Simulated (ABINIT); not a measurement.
# HgTe (Coloradoite) (P1) in ABINIT: single point with PBEsol

Aim: the single point of HgTe (Coloradoite) with PBEsol.

Everything below comes from runs of ABINIT 10.8.3 (patched build). Logs are shortened: lines on timing, memory, paths and dates and some standing lists are left out, and cuts for length are marked. The log counts tension as positive stress, the text compression.

### 1 The cell of the first run

The typed cell holds 2 atoms: a = 4.546 Å, b = 4.546 Å, c = 4.546 Å, α = 60.00°, β = 60.00°, γ = 60.00°.

### 2 Single point, PBEsol (atoms moved at random, drawn with an rms of 0.05 Å)

run.abi

```
# Pseudopotentials
pp_dirpath "./"
pseudos "Hg.upf, Te.upf"

# Structure
acell 3*1.0
rprim
     0.0000000000     6.0745246276     6.0745246276
     6.0745246276     0.0000000000     6.0745246276
     6.0745246276     6.0745246276     0.0000000000
ntypat 2
znucl 80 52
natom 2
typat 1 2
xred
    -0.0026330000     0.0031470000    -0.0044180000
     0.7487260000     0.7522630000     0.7492080000
chkprim 0
chksymtnons 0
tolsym 1.0e-6

# Plane-wave basis
ecut 40.0

# k points
kptopt 1
ngkpt 7 7 7
nshiftk 1
shiftk 0.0 0.0 0.0

# Exchange and correlation
ixc -116133

# Bands and occupations
nband 22
occopt 3
tsmear 0.05 eV

# SCF cycle
nstep 100
tolvrs 1.0e-10

# Output
iomode 3
prtwf 0
prtden 0
prteig 0
prtebands 0
enunit 1
```

Potentials or basis: PseudoDojo NC SR PBEsol v0.4.1 standard.

On the command line:

```console
$ abinit run.abi > log 2>&1
```

run.abo:

```text
.Version 10.8.3 of ABINIT
 Symmetries : space group P1 (#  1); Bravais aP (primitive triclinic)
================================================================================
 Values of the parameters that define the memory need of the present run
     intxc =       0    ionmov =       0      iscf =       7    lmnmax =       7
     lnmax =       7     mgfft =      50  mpssoang =       4    mqgrid =    3001
     natom =       2  nloc_mem =       1    nspden =       1   nspinor =       1
    nsppol =       1      nsym =       1    n1xccc =    2501    ntypat =       2
    occopt =       3   xclevel =       2
       mpw =        5432          nfft =      125000          nkpt =         172
================================================================================
================================================================================

--------------------------------------------------------------------------------
------------- Echo of variables that govern the present computation ------------
--------------------------------------------------------------------------------
 -outvars: echo values of preprocessed input variables --------
            acell      1.0000000000E+00  1.0000000000E+00  1.0000000000E+00 Bohr
              amu      2.00590000E+02  1.27600000E+02
          chkprim           0
      chksymtnons           0
             ecut      4.00000000E+01 Hartree
           enunit           1
                       outvar_i_n : Printing only first  50 k-points.
              ixc     -116133
                       outvar_i_n : Printing only first  50 k-points.
         kptrlatt        7    0    0      0    7    0      0    0    7
          kptrlen      6.01347258E+01
            natom           2
            nband          22
            ngfft          50      50      50
             nkpt         172
            nstep         100
             nsym           1
           ntypat           2
                       prtocc : prtvol=0, do not print more k-points.
           occopt           3
           prtden           0
        prtebands           0
           prteig           0
            prtwf           0
            rprim      0.0000000000E+00  6.0745246276E+00  6.0745246276E+00
                       6.0745246276E+00  0.0000000000E+00  6.0745246276E+00
                       6.0745246276E+00  6.0745246276E+00  0.0000000000E+00
          spgroup           1
           tolsym      1.00000000E-06
           tolvrs      1.00000000E-10
           tsmear      1.83746611E-03 Hartree
            typat      1  2
                       outvars : Printing only first  50 k-points.
           xangst     -4.0856294972E-03 -2.2665439485E-02  1.6522529989E-03
                       4.8264785262E+00  4.8151088397E+00  4.8249291372E+00
            xcart     -7.7207208017E-03 -4.2831473149E-02  3.1223056586E-03
                       9.1207225671E+00  9.0992369735E+00  9.1177946463E+00
             xred     -2.6330000000E-03  3.1470000000E-03 -4.4180000000E-03
                       7.4872600000E-01  7.5226300000E-01  7.4920800000E-01
            znucl       80.00000   52.00000

================================================================================

 chkinp: Checking input parameters for consistency.

================================================================================
== DATASET  1 ==================================================================

--- !DatasetInfo
iteration_state: {dtset: 1, }
dimensions: {natom: 2, nkpt: 172, mband: 22, nsppol: 1, nspinor: 1, nspden: 1, mpw: 5432, }
cutoff_energies: {ecut:  40.0, pawecutdg:  -1.0, }
electrons: {nelect:   3.60000000E+01, charge:   0.00000000E+00, occopt:   3.00000000E+00, tsmear:   1.83746611E-03, }
meta: {optdriver: 0, ionmov: 0, optcell: 0, iscf: 7, paral_kgb: 0, }
...

 Real(R)+Recip(G) space primitive vectors, cartesian coordinates (Bohr,Bohr^-1):
 R(1)=  0.0000000  6.0745246  6.0745246  G(1)= -0.0823110  0.0823110  0.0823110
 R(2)=  6.0745246  0.0000000  6.0745246  G(2)=  0.0823110 -0.0823110  0.0823110
 R(3)=  6.0745246  6.0745246  0.0000000  G(3)=  0.0823110  0.0823110 -0.0823110
 Unit cell volume ucvol=  4.4829809E+02 bohr^3
 Angles (23,13,12)=  6.00000000E+01  6.00000000E+01  6.00000000E+01 degrees

 getcut: wavevector=  0.0000  0.0000  0.0000  ngfft=  50  50  50
         ecut(hartree)=     40.000   => boxcut(ratio)=   2.04513

--- Pseudopotential description ------------------------------------------------
- pspini: atom type   1  psp file is ./Hg.upf
12 -116133 3 -1 1246                          pspcod,pspxc,lmax,lloc,mmax
     nproj     2     2     2     1

- pspini: atom type   2  psp file is ./Te.upf
12 -116133 2 -1 1294                          pspcod,pspxc,lmax,lloc,mmax
     nproj     2     2     2     0

   2.42465635E+03                                ecore*ucvol(ha*bohr**3)
--------------------------------------------------------------------------------

================================================================================

--- !BeginCycle
iteration_state: {dtset: 1, }
solver: {iscf: 7, nstep: 100, nline: 4, wfoptalg: 0, }
tolerances: {tolvrs: 1.00E-10, }
...

     iter   Etot(hartree)      deltaE(h)  residm     vres2
 ETOT  1  -270.96694835301    -2.710E+02 2.082E-01 1.603E+02
 ETOT  2  -271.23636387254    -2.694E-01 3.117E-02 4.179E+01
 ETOT  3  -271.24126494466    -4.901E-03 9.808E-03 8.472E-01
 ETOT  4  -271.24135387163    -8.893E-05 1.500E-03 1.375E-01
 ETOT  5  -271.24136282995    -8.958E-06 1.737E-03 2.467E-02
 ETOT  6  -271.24136367081    -8.409E-07 4.877E-04 1.076E-03
 ETOT  7  -271.24136374829    -7.747E-08 2.464E-04 4.280E-05
 ETOT  8  -271.24136375300    -4.716E-09 1.117E-04 6.643E-07
 ETOT  9  -271.24136375308    -7.822E-11 3.563E-05 5.819E-08
 ETOT 10  -271.24136375309    -5.571E-12 5.219E-05 2.505E-09
 ETOT 11  -271.24136375309    -4.263E-12 3.049E-05 3.398E-10
 ETOT 12  -271.24136375309    -4.547E-13 5.987E-05 5.022E-11

 At SCF step   12       vres2   =  5.02E-11 < tolvrs=  1.00E-10 =>converged.

 Cartesian components of stress tensor (hartree/bohr^3)
  sigma(1 1)= -6.21954861E-05  sigma(3 2)= -4.64075631E-06
  sigma(2 2)= -6.20703295E-05  sigma(3 1)= -8.37973646E-06
  sigma(3 3)= -6.22482318E-05  sigma(2 1)= -1.03526256E-06

--- !ResultsGS
iteration_state: {dtset: 1, }
comment   : Summary of ground state results
lattice_vectors:
- [  0.0000000,   6.0745246,   6.0745246, ]
- [  6.0745246,   0.0000000,   6.0745246, ]
- [  6.0745246,   6.0745246,   0.0000000, ]
lattice_lengths: [   8.59068,    8.59068,    8.59068, ]
lattice_angles: [ 60.000,  60.000,  60.000, ] # degrees, (23, 13, 12)
lattice_volume:   4.4829809E+02
convergence: {deltae: -4.547E-13, res2:  5.022E-11, residm:  5.987E-05, diffor: null, }
etotal    :  -2.71241364E+02
entropy   :   0.00000000E+00
fermie    :   1.81770431E-01
cartesian_stress_tensor: # hartree/bohr^3
- [ -6.21954861E-05,  -1.03526256E-06,  -8.37973646E-06, ]
- [ -1.03526256E-06,  -6.20703295E-05,  -4.64075631E-06, ]
- [ -8.37973646E-06,  -4.64075631E-06,  -6.22482318E-05, ]
pressure_GPa:   1.8291E+00
xred      :
- [ -2.6330E-03,   3.1470E-03,  -4.4180E-03, Hg]
- [  7.4873E-01,   7.5226E-01,   7.4921E-01, Te]
cartesian_forces: # hartree/bohr
- [  7.15014600E-04,   1.28860281E-03,   1.67500159E-04, ]
- [ -7.15014600E-04,  -1.28860281E-03,  -1.67500159E-04, ]
force_length_stats: {min:   1.48317206E-03, max:   1.48317206E-03, mean:   1.48317206E-03, }
...

 Integrated electronic density in atomic spheres:
 ------------------------------------------------
 Atom  Sphere_radius  Integrated_density
    1        2.00000         16.50640648
    2        2.00000         11.94737996
================================================================================

 ----iterations are completed or convergence reached----

 Mean square residual over all n,k,spin=   26.761E-09; max=  59.872E-06
 reduced coordinates (array xred) for    2 atoms
      -0.002633000000      0.003147000000     -0.004418000000
       0.748726000000      0.752263000000      0.749208000000
 rms dE/dt=  9.2215E-03; max dE/dt=  1.2171E-02; dE/dt below (all hartree)
    1      -0.008844914136     -0.005361089349     -0.012170858722
    2       0.008845352505      0.005360625931      0.012171187830

 cartesian coordinates (angstrom) at end:
    1     -0.00408562949722    -0.02266543948459     0.00165225299888
    2      4.82647852621808     4.81510883972581     4.82492913721914

 cartesian forces (hartree/bohr) at end:
    1      0.00071501460017     0.00128860280568     0.00016750015916
    2     -0.00071501460017    -0.00128860280568    -0.00016750015916
 frms,max,avg= 8.5630979E-04 1.2886028E-03   2.357E-08 -5.066E-08  1.458E-08 h/b

 cartesian forces (eV/Angstrom) at end:
    1      0.03676752904135     0.06626262046863     0.00861320449239
    2     -0.03676752904135    -0.06626262046863    -0.00861320449239
 frms,max,avg= 4.4033220E-02 6.6262620E-02   1.212E-06 -2.605E-06  7.495E-07 e/A
 length scales=  1.000000000000  1.000000000000  1.000000000000 bohr
              =  0.529177210544  0.529177210544  0.529177210544 angstroms
 Fermi (or HOMO) energy (eV) =   4.94623   Average Vxc (eV)=  -9.58718
 Eigenvalues (   eV  ) for nkpt= 172  k points:
 kpt#   1, nband= 22, wtk=  0.00292, kpt=  0.0000  0.0000  0.0000 (reduced coord)
-110.30329  -58.58530  -58.58199  -58.57949  -31.86406  -31.86161  -31.85838  -31.85214
 -31.85151   -7.23929   -2.53748   -2.51960   -2.50473   -1.96459   -1.96430    4.13579
   4.89654    4.90678    4.91354    9.07198    9.08312    9.09918
 prteigrs : prtvol=0 or 1, do not print more k-points.

--- !EnergyTerms
iteration_state     : {dtset: 1, }
comment             : Components of total free energy in Hartree
kinetic             :  1.04520231349900E+02
hartree             :  8.16439441308833E+01
xc                  : -5.18294343476026E+01
Ewald energy        : -1.44902889859207E+02
psp_core            :  5.40858061833116E+00
local_psp           : -2.42462093550728E+02
non_local_psp       : -2.36196769751648E+01
internal            : -2.71241338633587E+02
'-kT*entropy'       : -2.51195041112245E-05
total_energy        : -2.71241363753091E+02
total_energy_eV     : -7.38085351497199E+03
band_energy         : -3.35248254391397E+01
...

 Cartesian components of stress tensor (hartree/bohr^3)
  sigma(1 1)= -6.21954861E-05  sigma(3 2)= -4.64075631E-06
  sigma(2 2)= -6.20703295E-05  sigma(3 1)= -8.37973646E-06
  sigma(3 3)= -6.22482318E-05  sigma(2 1)= -1.03526256E-06

-Cartesian components of stress tensor (GPa)         [Pressure=  1.8291E+00 GPa]
- sigma(1 1)= -1.82985438E+00  sigma(3 2)= -1.36535765E-01
- sigma(2 2)= -1.82617214E+00  sigma(3 1)= -2.46540358E-01
- sigma(3 3)= -1.83140621E+00  sigma(2 1)= -3.04584760E-02

== END DATASET(S) ==============================================================
================================================================================

 -outvars: echo values of variables after computation  --------
            acell      1.0000000000E+00  1.0000000000E+00  1.0000000000E+00 Bohr
           etotal     -2.7124136375E+02
            fcart      7.1501460017E-04  1.2886028057E-03  1.6750015916E-04
                      -7.1501460017E-04 -1.2886028057E-03 -1.6750015916E-04
            rprim      0.0000000000E+00  6.0745246276E+00  6.0745246276E+00
                       6.0745246276E+00  0.0000000000E+00  6.0745246276E+00
                       6.0745246276E+00  6.0745246276E+00  0.0000000000E+00
           strten     -6.2195486054E-05 -6.2070329450E-05 -6.2248231785E-05
                      -4.6407563146E-06 -8.3797364560E-06 -1.0352625560E-06
           xangst     -4.0856294972E-03 -2.2665439485E-02  1.6522529989E-03
                       4.8264785262E+00  4.8151088397E+00  4.8249291372E+00
             xred     -2.6330000000E-03  3.1470000000E-03 -4.4180000000E-03
                       7.4872600000E-01  7.5226300000E-01  7.4920800000E-01
 Calculation completed.
```

Wall time 15 min (1 thread of Arm Neoverse V2, shared host); peak memory 0.4 GiB.

Results:

- Free energy: -7380.8535 eV
- Pressure: 1.8 GPa
- Largest force: 0.076 eV/Å
- Band gap on the k mesh: none (metal or under the smearing width)
- Valence electrons inside the program's atomic spheres: Hg 16.51; Te 11.95

Forces on the atoms (eV/Å):
```
Hg   0.037  0.066  0.009
Te  -0.037 -0.066 -0.009
```
